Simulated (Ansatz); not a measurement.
## BAs: band structure with RPBE

BAs:

```
CELL_PARAMETERS angstrom
0.00000 2.38850 2.38850
2.38850 0.00000 2.38850
2.38850 2.38850 0.00000
ATOMIC_POSITIONS crystal
As 0.75000 0.75000 0.75000
B 0.00000 0.00000 0.00000
```

```yaml
Program: Ansatz 0.2.0
Task: band structure
Functional: RPBE
Potentials_or_basis: Ansatz PAW
Cutoff: "420 eV (not typed: the program's choice for these potentials)"
k_mesh: 10 × 10 × 10
Occupations: fermi-dirac, width 0.05 eV
Spin: no spin polarisation
Path: "[[\"G\", \"X\", \"W\", \"K\", \"G\", \"L\", \"U\", \"W\", \"L\", \"K\"], [\"U\", \"X\"]]"
Points_for_each_segment_of_the_path: 14
```

```json
{"Pressure": "5.4 GPa", "Band gap on the k mesh": "1.22 eV, indirect (least direct gap 3.28 eV)", "Band gap along the path": "1.22 eV, indirect (least direct gap 3.28 eV)"}
```

Levels at the corners of the path, in eV from the valence-band top:
| point | band 5 | band 6 | band 7 | band 8 | band 9 | band 10 | band 11 | band 12 | band 13 | band 14 |
| --- | --- | --- | --- | --- | --- | --- | --- | --- | --- | --- |
| Γ | -35.79 | -15.41 | 0.00 | 0.00 | 0.00 | 3.28 | 3.28 | 3.28 | 4.71 | 9.73 |
| X | -35.79 | -11.20 | -8.56 | -4.08 | -4.08 | 1.46 | 1.51 | 11.46 | 11.46 | 13.02 |
| W | -35.79 | -11.04 | -8.10 | -5.48 | -5.18 | 5.31 | 5.99 | 6.87 | 7.05 | 12.44 |
| K | -35.79 | -11.25 | -8.18 | -5.94 | -3.49 | 2.08 | 5.59 | 9.27 | 9.83 | 10.72 |
| Γ | -35.79 | -15.41 | 0.00 | 0.00 | 0.00 | 3.28 | 3.28 | 3.28 | 4.71 | 9.73 |
| L | -35.79 | -12.53 | -8.79 | -1.83 | -1.83 | 2.71 | 4.80 | 4.80 | 8.99 | 12.88 |
| U | -35.79 | -11.25 | -8.18 | -5.94 | -3.49 | 2.08 | 5.59 | 9.27 | 9.83 | 10.72 |
| W | -35.79 | -11.04 | -8.10 | -5.48 | -5.18 | 5.31 | 5.99 | 6.87 | 7.05 | 12.44 |
| L | -35.79 | -12.53 | -8.79 | -1.83 | -1.83 | 2.71 | 4.80 | 4.80 | 8.99 | 12.88 |
| K | -35.79 | -11.25 | -8.18 | -5.94 | -3.49 | 2.08 | 5.59 | 9.27 | 9.83 | 10.72 |
| U | -35.79 | -11.25 | -8.18 | -5.94 | -3.49 | 2.08 | 5.59 | 9.27 | 9.83 | 10.72 |
| X | -35.79 | -11.20 | -8.56 | -4.08 | -4.08 | 1.46 | 1.51 | 11.46 | 11.46 | 13.02 |

It took 3.3 s on 2 threads of Intel(R) Xeon(R) Processor @ 2.70GHz, on a shared host, peak memory 0.33 GiB.

Caveat: the PAW data sets come from PBE, with cores solved anew for the run's functional, which leaves a small shift of forces and pressure. A hybrid or GW would open this gap; RPBE tends to underestimate it.
